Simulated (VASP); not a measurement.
# Ca (Immm) in VASP: notebook

One crystal, Ca, is run at these levels: PBE; tasks: single point.

Program: VASP 6.6.1. These are calculated values, not measurements. Logs are shortened: lines on timing, memory, paths and dates and some standing lists are left out, and cuts for length are marked.

### Step 1. Starting point

Symmetry: Immm, No. 71, orthorhombic system. Conventional cell: a = 4.193 Å, b = 4.203 Å, c = 4.891 Å, α = 90.00°, β = 90.00°, γ = 90.00°. Around Ca (site symmetry mmm) lie 12 Ca at 3.85 to 4.20 Å.

This isn't the form of Ca at room conditions, which is fcc.

### Step 2. Single point, PBE

Contents of INCAR:

```
PREC     = Accurate       # precision mode
ENCUT    = 400            # plane-wave cutoff, eV
EDIFF    = 1E-4           # SCF threshold, eV
ISMEAR   = 1              # smearing method
SIGMA    = 0.1            # smearing width, eV
LREAL    = False          # projectors in reciprocal space
LASPH    = True           # aspherical terms in the spheres
NELM     = 100            # most SCF steps
ALGO     = Normal         # electronic algorithm
ISIF     = 2              # what is computed and relaxed
LWAVE    = False          # write WAVECAR
LCHARG   = False          # write CHGCAR
GGA      = PE             # functional
ADDGRID  = False
```

Contents of KPOINTS:

```
Automatic mesh
0
Gamma
  12 12 12
```

Contents of POSCAR:

```
Ca
1.0
   -2.0964874600      2.1017318100      2.4453524600
    2.0964874600     -2.1017318100      2.4453524600
    2.0964874600      2.1017318100     -2.4453524600
Ca
1
Direct
    0.5000000000      0.5000000000      0.0000000000
```

Potentials or basis: VASP PAW PBE potentials, release 64 (Ca_pv).

The run is started by

```bash
$ cat potpaw_PBE.64/Ca_pv/POTCAR > POTCAR
$ mpirun -np 1 vasp_std > vasp.out
```

OUTCAR:

```text
PREC = Accurate
   ENCUT = 400
   EDIFF = 1E-4
   ISMEAR = 1
   LREAL = False
   LASPH = True
   NELM = 100
   ISIF = 2
   GGA = PE

 Found    280 irreducible k-points:

 Following reciprocal coordinates:
            Coordinates               Weight
  0.000000  0.000000  0.000000      1.000000
  0.083333  0.000000 -0.000000      4.000000
  0.166667  0.000000  0.000000      4.000000
  0.250000 -0.000000  0.000000      4.000000
  0.333333  0.000000  0.000000      4.000000
  0.416667  0.000000  0.000000      4.000000
   k-points           NKPTS =    280   k-points in BZ     NKDIM =    280   number of bands    NBANDS=      8
   number of dos      NEDOS =    301   number of ions     NIONS =      1
   total plane-waves  NPLWV =  21952
   dimension x,y,z NGX =    28 NGY =   28 NGZ =   28
   dimension x,y,z NGXF=    56 NGYF=   56 NGZF=   56
   ions per type =               1
   NGX,Y,Z   is equivalent  to a cutoff of  12.10, 12.10, 12.10 a.u.
   NGXF,Y,Z  is equivalent  to a cutoff of  24.21, 24.21, 24.21 a.u.
 SYSTEM =  unknown system
   PREC   = accura    normal or accurate (medium, high low for compatibility)
   ISTART =      0    job   : 0-new  1-cont  2-samecut
   ICHARG =      2    charge: 1-file 2-atom 10-const
   ISPIN  =      1    spin polarized calculation?
   LNONCOLLINEAR =      F non collinear calculations
   LSORBIT =      F    spin-orbit coupling
   LASPH  =      T    aspherical Exc in radial PAW
   ENCUT  =  400.0 eV  29.40 Ry    5.42 a.u.   6.27  6.27  6.27*2*pi/ulx,y,z
   NELM   =    100;   NELMIN=  2; NELMDL= -5     # of ELM steps
   EDIFF  = 0.1E-03   stopping-criterion for ELM
   LREAL  =      F    real-space projection
   EDIFFG = 0.1E-02   stopping-criterion for IOM
   NSW    =      0    number of steps for IOM
   IBRION =     -1    ionic relax: 0-MD 1-quasi-New 2-CG
   NFREE  =      0    steps in history (QN), initial steepest desc. (CG)
   ISIF   =      2    stress and relaxation
   ISYM   =      2    0-nonsym 1-usesym 2-fastsym
   POTIM  = 0.5000    time-step for ionic-motion
   TEBEG  =    0.0;   TEEND  =   0.0 temperature during run
   PSTRESS=    0.0 pullay stress
   NELECT =       8.0000    total number of electrons
   NUPDOWN=      -1.0000    fix difference up-down
   EMIN   =  10.00;   EMAX   =-10.00  energy-range for DOS
   EFERMI =   0.00;   METHOD = LEGACY
   ISMEAR =     1;   SIGMA  =   0.10  broadening in eV -4-tet -1-fermi 0-gaus
   EFERMI_NEDOS =   21; number of points for ismear=-14 and -15
   IALGO  =     38    algorithm
   IMIX   =      4    mixing-type and parameters
     AMIX     =   0.40;   BMIX     =  1.00
     AMIX_MAG =   1.60;   BMIX_MAG =  1.00
  volume/ion in A,a.u.               =      43.10       290.85
  Fermi-wavevector in a.u.,A,eV,Ry     =   0.933859  1.764737 11.865532  0.872092
  Thomas-Fermi vector in A             =   2.060604
   LORBIT       =      0    0 simple, 1 ext, 2 COOP (PROOUT), +10 PAW based schemes
   GGA     = PE    functional components
   LHFCALC =     F    Hartree Fock is set to
   AEXX    =    0.0000 exact exchange contribution
   IVDW    =     0    specifies the selected vdW correction
   LEPSILON=     F    determine dielectric tensor
   LRPA    =     F    only Hartree local field effects (RPA)
 non-spin polarized calculation
 Methfessel and Paxton  Order N= 1 SIGMA  =   0.10
  energy-cutoff  :      400.00
  volume of cell :       43.10
 maximum number of plane-waves:       796
 NGX is ok and might be reduce to    28

 number of electron       8.0000002 magnetization

 Free energy of the ion-electron system (eV)
  ---------------------------------------------------
  ext. energy  EPLUGINS =         0.00000000
  ---------------------------------------------------
  free energy    TOTEN  =        -1.90694088 eV

  energy without entropy =       -1.90549176  energy(sigma->0) =       -1.90645784

 E-fermi :   2.1393     XC(G=0):  -7.6335

 val. band max:        2.1315450573   @ k =   0.3333   0.3333   0.0000
 cond. band min:       2.1467736653   @ k =   0.5000  -0.4167   0.3333
 fundamental gap:      0.0152286080
 Fermi energy:         2.1392755672

 k-point     1 :       0.0000    0.0000    0.0000
  band No.  band energies     occupation
      1     -20.8668      2.00000
      2     -20.8662      2.00000
      3     -20.8521      2.00000
      4      -1.8721      2.00000
      5       4.2948      0.00000
      6       4.3080      0.00000
      7       4.8886      0.00000
      8       5.0091      0.00000

 k-point     2 :       0.0833    0.0000   -0.0000
  band No.  band energies     occupation
      1     -20.8723      2.00000
      2     -20.8692      2.00000
      3     -20.8550      2.00000
      4      -1.7539      2.00000
      5       4.2444      0.00000
      6       4.3318      0.00000
      7       4.8861      0.00000
      8       4.9684      0.00000

 k-point     3 :       0.1667    0.0000    0.0000
  band No.  band energies     occupation
      1     -20.8943      2.00000
      2     -20.8756      2.00000
      3     -20.8575      2.00000
      4      -1.4070      2.00000
      5       4.0123     -0.00000
      6       4.3072      0.00000
      7       4.9479      0.00000
      8       4.9933      0.00000

 k-point     4 :       0.2500   -0.0000    0.0000
  band No.  band energies     occupation
      1     -20.9264      2.00000
      2     -20.8843      2.00000
      3     -20.8586      2.00000
      4      -0.8554      2.00000
      5       3.5793     -0.00000
      6       4.1615      0.00000
      7       4.9912      0.00000
      8       5.3162      0.00000

 k-point     5 :       0.3333    0.0000    0.0000
  band No.  band energies     occupation
      1     -20.9587      2.00000
      2     -20.8930      2.00000
      3     -20.8592      2.00000
      4      -0.1441      2.00000
      5       3.0403     -0.00000
      6       3.9897     -0.00000
      7       4.9876      0.00000
      8       5.6673      0.00000

 k-point     6 :       0.4167    0.0000    0.0000
  band No.  band energies     occupation
      1     -20.9822      2.00000
      2     -20.8993      2.00000
      3     -20.8596      2.00000
      4       0.6424      2.00000
      5       2.4358     -0.00023
      6       3.8646     -0.00000
      7       4.9341      0.00000
      8       5.7966      0.00000

 [... further k-points ...]
[... 5 lines left out ...]
  --------------------------------------------------------------------------------------
  -------------------------------------------------------------------------------------
  Total       -0.0803157     -0.0856766      0.0324566      0.0000000      0.0000000      0.0000000
  in kB       -2.9856595     -3.1849439      1.2065414      0.0000000      0.0000000      0.0000000
  external PRESSURE =      -1.6546873 kB  Pullay stress =       0.0000000 kB

 VOLUME and BASIS-vectors are now :
 -----------------------------------------------------------------------------
  energy-cutoff  :      400.00
  volume of cell :       43.10
      direct lattice vectors                 reciprocal lattice vectors
    -2.096487460  2.101731810  2.445352460     0.000000000  0.237899050  0.204469502
     2.096487460 -2.101731810  2.445352460     0.238494153  0.000000000  0.204469502
     2.096487460  2.101731810 -2.445352460     0.238494153  0.237899050  0.000000000

 POSITION                                       TOTAL-FORCE (eV/Angst)
 -----------------------------------------------------------------------------------
      0.00000      0.00000      2.44535         0.000000      0.000000     -0.000000
 -----------------------------------------------------------------------------------
    total drift:                                0.000000     -0.000000      0.000000

  FREE ENERGIE OF THE ION-ELECTRON SYSTEM (eV)
  ---------------------------------------------------
  free  energy   TOTEN  =        -1.9069408775 eV

  energy  without entropy=       -1.9054917637  energy(sigma->0) =       -1.90645784
```

It took 23 s on 1 thread of Intel Xeon Platinum 8488C (Sapphire Rapids), shared host; peak memory 0.2 GiB.

These settings aren't checked as converged: the numbers below hold their error.

What came out:

| Item | Value |
| --- | --- |
| Free energy | -1.9069 eV |
| Pressure | -0.2 GPa |
| Band gap on the k mesh | none (metal or under the smearing width) |

### Step 3. Single point, PBE

This run uses another cell than the first one, of the same volume but with other edges.

INCAR is that of step 2.

KPOINTS is that of step 2.

Contents of POSCAR:

```
Ca
1.0
   -2.1296130000      2.1366080000      2.5183870000
    2.0452440000     -2.1127450000      2.4255450000
    2.0940060000      2.0772270000     -2.4978770000
Ca
1
Direct
    0.5036690000      0.4760610000     -0.0172770000
```

Potentials or basis: VASP PAW PBE potentials, release 64 (Ca_pv).

The run is started by

```bash
$ cat potpaw_PBE.64/Ca_pv/POTCAR > POTCAR
$ mpirun -np 1 vasp_std > vasp.out
```

Run time: 69 s. Hardware: 1 thread of Intel Xeon Platinum 8488C (Sapphire Rapids), shared host; peak memory 0.34 GiB.

These settings aren't checked as converged: the numbers below hold their error.

Results:

```yaml
Free_energy: -1.9059 eV
Pressure: -0.2 GPa
Band_gap_on_the_k_mesh: none (metal or under the smearing width)
```

### Step 4. The reference run

An earlier run on the cell as given: functional PBE; potentials or basis VASP PAW PBE potentials, release 64 (Ca_sv); cutoff 520 eV; k mesh 9 × 9 × 9; occupations fermi-dirac, width 0.05 eV; no spin polarisation.

- Pressure: -0.4 GPa
- Band gap on the k mesh: none (metal or under the smearing width)
